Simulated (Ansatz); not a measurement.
Input and command of a plane-wave DFT calculation in Ansatz:

```yaml
crystal:
  lattice:
    - [0.0, 2.179, 2.179]
    - [2.179, 0.0, 2.179]
    - [2.179, 2.179, 0.0]
  atoms:
    - { symbol: Ta, position: [0.5, 0.5, 0.5] }
    - { symbol: "N", position: [-0.0057365764, -0.0057365764, 0.0057365764] }
basis:
  ecutwfc: 420
kpoints:
  mp_grid: { grid: [18, 18, 18] }
hamiltonian:
  xc: pbe
scf:
  occupations: { method: gaussian, width: 0.15 }
output:
  forces: true
  stress: true
  eigenvalues: true
```

```bash
ansatz run input.yaml --threads 1 --pin off --max-ram 2560MiB --backend cpu --events-out ev --progress --plain --runs-dir out
```

Processor: Intel(R) Xeon(R) 6975P-C (Granite Rapids), 1 thread, on a host shared with other jobs.

**Question.** How long does it run, and how much memory does it take?

**Answer.** About 7.9 s on 1 thread of Intel(R) Xeon(R) 6975P-C (Granite Rapids), with other jobs on the host, peak memory 0.52 GiB. It solves 13 bands at 480 k points (the mesh reduced by symmetry) with about 411 plane waves, in 6 SCF iterations.
